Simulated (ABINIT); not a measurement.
Crystal: Al.

```
CELL_PARAMETERS angstrom
2.81246 0.00000 0.00000
-1.40623 2.43566 0.00000
0.00000 0.00000 4.86685
ATOMIC_POSITIONS crystal
Al 0.33333 0.66667 0.25000
Al 0.66667 0.33333 0.75000
```

This isn't the form of Al at room conditions, which is fcc.

| Quantity | Value |
| --- | --- |
| Program | ABINIT 10.8.3 (patched build) |
| Task | relaxation of cell and atoms |
| Functional | PBEsol |
| Potentials or basis | PseudoDojo NC SR PBEsol v0.4 stringent |
| Cutoff | 544 eV |
| k mesh | 8 × 8 × 4 |
| Occupations | fermi-dirac, width 0.05 eV |
| Spin | no spin polarisation |

At the start: pressure -2.0 GPa; volume 16.67 Å³/atom.

**Question.** Where does the relaxation end?

**Answer.** Over 8 steps the energy falls by 8.8 meV/atom and the volume is 16.33 Å³/atom (-2.1 %); space group P6_3/mmc (No. 194, to 0.05 Å).

The path:
| step | energy change (eV) | largest force (eV/Å) | pressure (GPa) | volume (Å³) |
| --- | --- | --- | --- | --- |
| 1 | 0.0000 | 0.0000 | -1.97 | 33.34 |
| 2 | -0.0049 | 0.0000 | -1.47 | 33.14 |
| 3 | 0.1715 | 0.0000 | 13.41 | 29.51 |
| 4 | -0.0170 | 0.0000 | 0.28 | 32.52 |
| 5 | -0.0173 | 0.0000 | 0.44 | 32.47 |
| 6 | -0.0174 | 0.0000 | 0.36 | 32.51 |
| 7 | -0.0175 | 0.0000 | 0.02 | 32.65 |
| 8 | -0.0175 | 0.0000 | 0.00 | 32.65 |

Final structure:
```xyz
2
Lattice="2.7660 0.0000 0.0000 -1.3830 2.3954 0.0000 0.0000 0.0000 4.9282" Properties=species:S:1:pos:R:3 pbc="T T T"
Al    0.0000    1.5969    1.2320
Al    1.3830    0.7985    3.6961
```
